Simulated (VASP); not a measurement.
Input of a VASP 6.6.1 run:

File INCAR:

```
PREC = Accurate
ENCUT = 520
EDIFF = 1E-7
ISMEAR = 0
SIGMA = 0.05
LREAL = False
LASPH = True
NELM = 80
ALGO = Normal
ISIF = 2
LWAVE = False
LCHARG = False
ISPIN = 2
MAGMOM = 1 0 0
LORBIT = 11
LMAXMIX = 4
LDAU = True
LDAUTYPE = 2
LDAUL = 2 -1
LDAUU = 7 0
LDAUJ = 0 0
LDAUPRINT = 1
GGA = PS
NBANDS = 24
```

Contents of KPOINTS:

```
regular mesh
0
Gamma
  6 6 4
```

The input POSCAR:

```
MoS2
1.0
    3.5639467600      0.0000000000      0.0000000000
   -1.7819733800      3.0864684300      0.0000000000
    0.0000000000      0.0000000000      5.7493858200
Mo S
1 2
Direct
    0.0000000000      0.0000000000      0.0000000000
    0.3333333333      0.6666666667      0.2520000000
    0.6666666667      0.3333333333      0.7480000000
```

Potentials or basis: VASP PAW PBE potentials, release 64 (Mo_sv, S).

Launch:

```sh
$ cat potpaw_PBE.64/Mo_sv/POTCAR potpaw_PBE.64/S/POTCAR > POTCAR
$ mpirun -np 1 vasp_std > vasp.out
```

**Question.** Predict the largest force.

**Answer.** 0.054 eV/Å.

**Question.** Estimate the net moment.

**Answer.** 2.07 μB per cell.

**Question.** Predict the band gap on the k mesh.

**Answer.** None (metal or under the smearing width).

Eigenvalues of the final occupation matrices:
```
    site  spin  trace               eigenvalues
site 1 d     1   3.19  0.37 0.37 0.81 0.81 0.83
site 1 d     2   0.57  0.04 0.05 0.05 0.22 0.22
```

Caveat: the PAW data sets were made with another functional, which shifts forces and pressure a little. The state reached can hang on the start; a lower one may exist.
